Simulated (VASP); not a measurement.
# Al (Fm-3m) in VASP: further runs

The runs below take Al through relaxation of cell and atoms, with LDA, r2SCAN, PBEsol.

All numbers are computed with VASP 6.6.1; they aren't measurements. Logs are shortened: lines on timing, memory, paths and dates and some standing lists are left out, and cuts for length are marked.

## (1) The structure

It takes space group Fm-3m (No. 225, cubic). The conventional cell has a = 3.985 Å, b = 3.985 Å, c = 3.985 Å, α = 90.00°, β = 90.00°, γ = 90.00°. Al (site symmetry m-3m) has 12 Al at 2.82 Å as nearest neighbours.

## (2) Relaxation of cell and atoms, LDA

Input file INCAR:

```
SYSTEM = Al
PREC = Accurate
ENCUT = 600
EDIFF = 1E-7
ISMEAR = 1
SIGMA = 0.1
LREAL = .FALSE.
LASPH = .TRUE.
NELM = 80
ALGO = Normal
ISIF = 3
LWAVE = .FALSE.
LCHARG = .FALSE.
GGA = CA
IBRION = 2
NSW = 90
EDIFFG = -0.005
```

Input file KPOINTS:

```
Automatic mesh
0
G
  18 18 18
  0 0 0
```

Input file POSCAR:

```
Al                                      
1.0
    0.0000000000      1.9923945255      1.9923945255
    1.9923945255      0.0000000000      1.9923945255
    1.9923945255      1.9923945255     -0.0000000000
  Al            
     1
Direct
     0.0000000000000000    0.0000000000000000    0.0000000000000000
```

Potentials or basis: VASP PAW LDA potentials, release 64 (Al).

The run is started by

```console
cat potpaw_LDA.64/Al/POTCAR > POTCAR
mpirun -np 1 vasp_std > vasp.out
```

OUTCAR:

```text
SYSTEM = Al
   PREC = Accurate
   ENCUT = 600
   EDIFF = 1E-7
   ISMEAR = 1
   LREAL = .FALSE.
   LASPH = .TRUE.
   NELM = 80
   ISIF = 3
   GGA = CA
   IBRION = 2
   NSW = 90
   EDIFFG = -0.005

 ion  position               nearest neighbor table
   1  0.000  0.000  0.000-

  LATTYP: Found a face centered cubic cell.
 ALAT       =     3.9847890510

  Lattice vectors:

 A1 = (   0.0000000000,   1.9923945255,   1.9923945255)
 A2 = (   1.9923945255,   0.0000000000,   1.9923945255)
 A3 = (   1.9923945255,   1.9923945255,   0.0000000000)

Analysis of symmetry for initial positions (statically):
=====================================================================
 Subroutine PRICEL returns:
 Original cell was already a primitive cell.

 Routine SETGRP: Setting up the symmetry group for a
 face centered cubic supercell.

 Subroutine GETGRP returns: Found 48 space group operations
 (whereof 48 operations were pure point group operations)
 out of a pool of 48 trial point group operations.

The static configuration has the point symmetry O_h .

Analysis of symmetry for dynamics (positions and initial velocities):
=====================================================================
 Subroutine PRICEL returns:
 Original cell was already a primitive cell.

 Routine SETGRP: Setting up the symmetry group for a
 face centered cubic supercell.

 Subroutine GETGRP returns: Found 48 space group operations
 (whereof 48 operations were pure point group operations)
 out of a pool of 48 trial point group operations.

The dynamic configuration has the point symmetry O_h .

 Subroutine INISYM returns: Found 48 space group operations
 (whereof 48 operations are pure point group operations),
 and found     1 'primitive' translations

----------------------------------------------------------------------------------------

                                     Primitive cell

  volume of cell :      15.8182

  direct lattice vectors                    reciprocal lattice vectors
     0.000000000  1.992394525  1.992394525    -0.250954313  0.250954313  0.250954313
     1.992394525  0.000000000  1.992394525     0.250954313 -0.250954313  0.250954313
     1.992394525  1.992394525  0.000000000     0.250954313  0.250954313 -0.250954313

  length of vectors
     2.817671360  2.817671360  2.817671360     0.434665621  0.434665621  0.434665621

  position of ions in fractional coordinates (direct lattice)
     0.000000000  0.000000000  0.000000000

  ion indices of the primitive-cell ions
   primitive index   ion index
                 1           1

----------------------------------------------------------------------------------------

 KPOINTS: Automatic mesh

Automatic generation of k-mesh.
 Grid dimensions read from file:
 generate k-points for:   18   18   18

 Generating k-lattice:

  Cartesian coordinates                     Fractional coordinates (reciprocal lattice)
    -0.013941906  0.013941906  0.013941906     0.055555556  0.000000000  0.000000000
     0.013941906 -0.013941906  0.013941906     0.000000000  0.055555556  0.000000000
     0.013941906  0.013941906 -0.013941906     0.000000000  0.000000000  0.055555556

  Length of vectors
     0.024148090  0.024148090  0.024148090

  Shift w.r.t. Gamma in fractional coordinates (k-lattice)
     0.000000000  0.000000000  0.000000000

 Subroutine IBZKPT returns following result:
 ===========================================

 Found    195 irreducible k-points:

 Following reciprocal coordinates:
            Coordinates               Weight
  0.000000  0.000000  0.000000      1.000000
  0.055556  0.000000  0.000000      8.000000
  0.111111  0.000000  0.000000      8.000000
  0.166667  0.000000  0.000000      8.000000
  0.222222  0.000000  0.000000      8.000000
  0.277778  0.000000  0.000000      8.000000
[... 16 lines left out ...]
 -0.277778  0.055556  0.000000     24.000000
 -0.222222  0.055556  0.000000     24.000000
 [... further k-points ...]
   k-points           NKPTS =    195   k-points in BZ     NKDIM =    195   number of bands    NBANDS=      5
   number of dos      NEDOS =    301   number of ions     NIONS =      1
   total plane-waves  NPLWV =  13824
   dimension x,y,z NGX =    24 NGY =   24 NGZ =   24
   dimension x,y,z NGXF=    48 NGYF=   48 NGZF=   48
   ions per type =               1
   NGX,Y,Z   is equivalent  to a cutoff of  14.16, 14.16, 14.16 a.u.
   NGXF,Y,Z  is equivalent  to a cutoff of  28.32, 28.32, 28.32 a.u.
 SYSTEM =  Al
   PREC   = accura    normal or accurate (medium, high low for compatibility)
   ISTART =      0    job   : 0-new  1-cont  2-samecut
   ICHARG =      2    charge: 1-file 2-atom 10-const
   ISPIN  =      1    spin polarized calculation?
   LNONCOLLINEAR =      F non collinear calculations
   LSORBIT =      F    spin-orbit coupling
   LASPH  =      T    aspherical Exc in radial PAW
   ENCUT  =  600.0 eV  44.10 Ry    6.64 a.u.   5.63  5.63  5.63*2*pi/ulx,y,z
   NELM   =     80;   NELMIN=  2; NELMDL= -5     # of ELM steps
   EDIFF  = 0.1E-06   stopping-criterion for ELM
   LREAL  =      F    real-space projection
   EDIFFG = -.5E-02   stopping-criterion for IOM
   NSW    =     90    number of steps for IOM
   IBRION =      2    ionic relax: 0-MD 1-quasi-New 2-CG
   NFREE  =      1    steps in history (QN), initial steepest desc. (CG)
   ISIF   =      3    stress and relaxation
   ISYM   =      2    0-nonsym 1-usesym 2-fastsym
   POTIM  = 0.5000    time-step for ionic-motion
   TEBEG  =    0.0;   TEEND  =   0.0 temperature during run
   PSTRESS=    0.0 pullay stress
   NELECT =       3.0000    total number of electrons
   NUPDOWN=      -1.0000    fix difference up-down
   EMIN   =  10.00;   EMAX   =-10.00  energy-range for DOS
   EFERMI =   0.00;   METHOD = LEGACY
   ISMEAR =     1;   SIGMA  =   0.10  broadening in eV -4-tet -1-fermi 0-gaus
   EFERMI_NEDOS =   21; number of points for ismear=-14 and -15
   IALGO  =     38    algorithm
   IMIX   =      4    mixing-type and parameters
     AMIX     =   0.40;   BMIX     =  1.00
     AMIX_MAG =   1.60;   BMIX_MAG =  1.00
  volume/ion in A,a.u.               =      15.82       106.75
  Fermi-wavevector in a.u.,A,eV,Ry     =   0.940582  1.777442 12.036995  0.884694
  Thomas-Fermi vector in A             =   2.068008
   LORBIT       =      0    0 simple, 1 ext, 2 COOP (PROOUT), +10 PAW based schemes
   GGA     = CA    functional components
   LHFCALC =     F    Hartree Fock is set to
   AEXX    =    0.0000 exact exchange contribution
   IVDW    =     0    specifies the selected vdW correction
   LEPSILON=     F    determine dielectric tensor
   LRPA    =     F    only Hartree local field effects (RPA)
 conjugate gradient relaxation of ions
 non-spin polarized calculation
 Methfessel and Paxton  Order N= 1 SIGMA  =   0.10
  energy-cutoff  :      600.00
  volume of cell :       15.82
 maximum number of plane-waves:       544
   NGX = 11   NGY = 11   NGZ = 11

 number of electron       3.0000000 magnetization

 Free energy of the ion-electron system (eV)
  ---------------------------------------------------
  ext. energy  EPLUGINS =         0.00000000
  ---------------------------------------------------
  free energy    TOTEN  =        -4.18869599 eV

  energy without entropy =       -4.18798720  energy(sigma->0) =       -4.18845972

 E-fermi :   8.2281     XC(G=0): -10.5007

 val. band max:        8.2098130383   @ k =  -0.2778   0.2778   0.0556
 cond. band min:       8.2347515983   @ k =  -0.4444   0.3333   0.1111
 fundamental gap:      0.0249385600
 Fermi energy:         8.2280656451

 k-point     1 :       0.0000    0.0000    0.0000
  band No.  band energies     occupation
      1      -3.1577      2.00000
      2      21.0376      0.00000
      3      21.0376      0.00000
      4      21.0376      0.00000
      5      22.6857      0.00000

 k-point     2 :       0.0556    0.0000    0.0000
  band No.  band energies     occupation
      1      -3.0717      2.00000
      2      19.5341      0.00000
      3      20.7428      0.00000
      4      20.7428      0.00000
      5      23.1134      0.00000

 k-point     3 :       0.1111    0.0000    0.0000
  band No.  band energies     occupation
      1      -2.8138      2.00000
      2      17.2831      0.00000
      3      20.2415      0.00000
      4      20.2415      0.00000
      5      23.3438      0.00000

 k-point     4 :       0.1667    0.0000    0.0000
  band No.  band energies     occupation
      1      -2.3850      2.00000
      2      15.0076      0.00000
      3      19.7981      0.00000
      4      19.7981      0.00000
      5      23.1893      0.00000

 k-point     5 :       0.2222    0.0000    0.0000
  band No.  band energies     occupation
      1      -1.7871      2.00000
      2      12.8060      0.00000
      3      19.4708      0.00000
      4      19.4708      0.00000
      5      23.0218      0.00000

 k-point     6 :       0.2778    0.0000    0.0000
  band No.  band energies     occupation
      1      -1.0222      2.00000
      2      10.7117      0.00000
      3      19.2754      0.00000
      4      19.2754      0.00000
      5      22.7661      0.00000
[... 113 lines left out ...]
 k-point    21 :      -0.3889    0.0556    0.0000
  band No.  band energies     occupation
      1       1.4688      2.00000
      2       6.3933      2.00000
      3      17.6593      0.00000
      4      19.7186      0.00000
      5      20.6024      0.00000

 k-point    22 :      -0.3333    0.0556    0.0000
  band No.  band energies     occupation
      1       0.3271      2.00000
      2       8.1816      1.70019
      3      17.5303      0.00000
      4      20.4283      0.00000
      5      20.5106      0.00000

 k-point    23 :      -0.2778    0.0556    0.0000
  band No.  band energies     occupation
      1      -0.6555      2.00000
      2      10.1050     -0.00000
      3      17.5480      0.00000
      4      20.4676      0.00000
      5      21.3643      0.00000

 k-point    24 :      -0.2222    0.0556    0.0000
  band No.  band energies     occupation
      1      -1.4749      2.00000
      2      12.1529      0.00000
      3      17.7119      0.00000
      4      20.6042      0.00000
      5      22.3726      0.00000

 [... further k-points ...]
[... 5 lines left out ...]
  --------------------------------------------------------------------------------------
  -------------------------------------------------------------------------------------
  Total       -0.0000137     -0.0000137     -0.0000137     -0.0000000      0.0000000     -0.0000000
  in kB       -0.0013899     -0.0013899     -0.0013899     -0.0000000      0.0000000     -0.0000000
  external PRESSURE =      -0.0013899 kB  Pullay stress =       0.0000000 kB

 VOLUME and BASIS-vectors are now :
 -----------------------------------------------------------------------------
  energy-cutoff  :      600.00
  volume of cell :       15.82
      direct lattice vectors                 reciprocal lattice vectors
     0.000000000  1.992394525  1.992394525    -0.250954313  0.250954313  0.250954313
     1.992394525  0.000000000  1.992394525     0.250954313 -0.250954313  0.250954313
     1.992394525  1.992394525  0.000000000     0.250954313  0.250954313 -0.250954313

 POSITION                                       TOTAL-FORCE (eV/Angst)
 -----------------------------------------------------------------------------------
      0.00000      0.00000      0.00000         0.000000      0.000000      0.000000
 -----------------------------------------------------------------------------------
    total drift:                                0.000000     -0.000000     -0.000000

  FREE ENERGIE OF THE ION-ELECTRON SYSTEM (eV)
  ---------------------------------------------------
  free  energy   TOTEN  =        -4.1886959864 eV

  energy  without entropy=       -4.1879872015  energy(sigma->0) =       -4.18845972

 reached required accuracy - stopping structural energy minimisation
```

It took 4.3 s on 1 thread of Intel Xeon 6975P-C (Granite Rapids), shared host; peak memory 0.13 GiB.

Results:

```yaml
Free_energy: -4.1887 eV
Pressure_after_relaxing: 0.0 GPa
Band_gap_on_the_k_mesh: none (metal or under the smearing width)
```

Final structure:
```
Al
1.0
     0.00000    1.99239    1.99239
     1.99239    0.00000    1.99239
     1.99239    1.99239    0.00000
Al
1
Direct
  0.00000 0.00000 0.00000
```

Caveat: the relaxation stopped at its first step, so nothing moved.

[end of part 1 of 2]
